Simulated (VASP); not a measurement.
**SnSe: band structure with HSE06**

SnSe, a slab with vacuum:

```
CELL_PARAMETERS angstrom
4.23363 0.00000 0.00000
0.00000 4.23363 0.00000
0.00000 0.00000 11.00381
ATOMIC_POSITIONS crystal
Sn 0.50000 0.00000 0.37838
Sn 0.00000 0.50000 0.62162
Se 0.50000 0.00000 0.62320
Se 0.00000 0.50000 0.37680
```

- Program: VASP 6.6.1
- Task: band structure
- Functional: HSE06
- Potentials or basis: VASP PAW PBE potentials, release 64 (Sn_d, Se)
- Cutoff: 520 eV
- k mesh: 4 × 4 × 2
- Occupations: gaussian, width 0.02 eV
- Spin: no spin polarisation
- Grid for exact exchange (PRECFOCK): Fast
- Screening parameter: 0.2 1/A
- Further INCAR settings: ALGO = Normal; EDIFF = 1e-06

The largest force is 0.200 eV/Å. The band gap along the path is 1.10 eV, direct.

Forces in eV/Å, atoms in the order of the input:
```
Sn   0.000  0.000 -0.005
Sn   0.000  0.000  0.005
Se   0.000  0.000 -0.200
Se   0.000  0.000  0.200
```

Levels at the corners of the path, in eV from the valence-band top:
| point | band 17 | band 18 | band 19 | band 20 | band 21 | band 22 | band 23 | band 24 |
| --- | --- | --- | --- | --- | --- | --- | --- | --- |
| Γ | -4.02 | -2.65 | -2.65 | -1.19 | 1.87 | 3.64 | 3.75 | 5.10 |
| X | -2.35 | -2.35 | -0.41 | -0.41 | 1.53 | 1.53 | 2.12 | 2.12 |
| X | -2.35 | -2.35 | -0.41 | -0.41 | 1.53 | 1.53 | 2.12 | 2.12 |
| M | -4.37 | -4.37 | -2.50 | -2.50 | 3.87 | 3.87 | 4.68 | 4.68 |
| M | -4.37 | -4.37 | -2.50 | -2.50 | 3.87 | 3.87 | 4.68 | 4.68 |
| Γ | -4.02 | -2.65 | -2.65 | -1.19 | 1.87 | 3.64 | 3.75 | 5.10 |
| Γ | -4.02 | -2.65 | -2.65 | -1.19 | 1.87 | 3.64 | 3.75 | 5.11 |
| Z | -4.02 | -2.65 | -2.65 | -1.19 | 1.66 | 3.75 | 4.82 | 5.05 |
| Z | -4.02 | -2.65 | -2.65 | -1.19 | 1.66 | 3.75 | 4.82 | 5.06 |
| R | -2.35 | -2.35 | -0.41 | -0.41 | 1.53 | 1.53 | 2.12 | 2.12 |
| R | -2.35 | -2.35 | -0.41 | -0.41 | 1.53 | 1.53 | 2.12 | 2.12 |
| A | -4.37 | -4.37 | -2.50 | -2.50 | 3.83 | 3.83 | 4.74 | 4.74 |
| A | -4.37 | -4.37 | -2.50 | -2.50 | 3.83 | 3.83 | 4.74 | 4.74 |
| Z | -4.02 | -2.65 | -2.65 | -1.19 | 1.66 | 3.75 | 4.82 | 5.04 |
| X | -2.35 | -2.35 | -0.41 | -0.41 | 1.53 | 1.53 | 2.12 | 2.12 |
| R | -2.35 | -2.35 | -0.41 | -0.41 | 1.53 | 1.53 | 2.12 | 2.12 |
| M | -4.37 | -4.37 | -2.50 | -2.50 | 3.87 | 3.87 | 4.68 | 4.68 |
| A | -4.37 | -4.37 | -2.50 | -2.50 | 3.83 | 3.83 | 4.74 | 4.74 |

It took 63 min on 1 thread of Intel(R) Xeon(R) 6975P-C (Granite Rapids), on a shared host, peak memory 0.5 GiB.

Caveat: the PAW data sets were made with another functional, which shifts forces and pressure a little; spin-orbit coupling is left out, which moves the levels of the heavy elements.
